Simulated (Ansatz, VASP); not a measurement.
# Two plane-wave programs on BaS

```
Ba S
1.0
     0.00000    3.19375    3.19375
     3.19375    0.00000    3.19375
     3.19375    3.19375    0.00000
Ba S
1 1
Cartesian
  3.1938 3.1938 3.1938
  0.0000 0.0000 0.0000
```

Alike in both runs: task single point; functional PBEsol; k mesh 6 × 6 × 6; occupations gaussian, width 0.05 eV; no spin polarisation.

|  | VASP | Ansatz |
| --- | --- | --- |
| version | VASP 6.6.1 | Ansatz 0.2.0 |
| potentials or method | VASP PAW PBE potentials, release 64 (Ba_sv, S) | scalar-relativistic, plane waves, PAW |
| plane-wave cutoff (eV) | 520 | 420 |
| valence electrons in the cell | 16 | 16 |

```tsv
	VASP	Ansatz	Ansatz less VASP
gap on the k mesh at the Fermi level (eV)	1.98	2.08	+0.099
least direct gap on the mesh (eV)	2.12	2.19	+0.067
pressure (GPa)	-0.5	-1.1	-0.62
```

Caveats: the PAW data sets were made with another functional, which shifts forces and pressure a little (VASP); spin-orbit coupling is left out, which moves the levels of the heavy elements. A hybrid or GW would open this gap; PBEsol tends to underestimate it. A k mesh can miss the band edges.
